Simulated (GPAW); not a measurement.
SnO:

```
Sn O
1.0
     3.81370    0.00000    0.00000
     0.00000    3.81370    0.00000
     0.00000    0.00000    4.88691
Sn O
2 2
Cartesian
  1.9068 0.0000 3.7367
  0.0000 1.9068 1.1503
  0.0000 0.0000 0.0000
  1.9068 1.9068 0.0000
```

The cell is a database's computed one.

Base run:

- Program: GPAW 26.7.0
- Functional: RPBE
- Potentials or basis: the program's PAW data sets (release 1.2.1) made for this functional
- Cutoff: 550 eV
- Basis: pw
- k mesh: 6 × 6 × 5
- Occupations: fermi-dirac, width 0.001 eV
- Spin: no spin polarisation

Its results: band gap on the k mesh 0.14 eV, indirect (least direct gap 2.05 eV); electronic dielectric tensor (diagonal) 7.46, 7.46, 6.58.

Question: The run is repeated on the same cell with these changes: functional from RPBE to GLLB-SC. What comes out?

Answer: Band gap on the k mesh, kohn-sham part alone 0.37 eV, indirect (least direct gap 2.26 eV); electronic dielectric tensor (diagonal) 6.52, 6.52, 5.72.

Caveats: the gap is small at this level, which inflates the dielectric constant; the long-wavelength limit can be off by a per cent or two; spin-orbit coupling is left out, which moves the levels of the heavy elements; an odd mesh through Γ misses points on the zone boundary, where band edges often lie; a model potential gives levels but no total energy (some runs); response on these states lacks terms of the Hamiltonian (some runs).
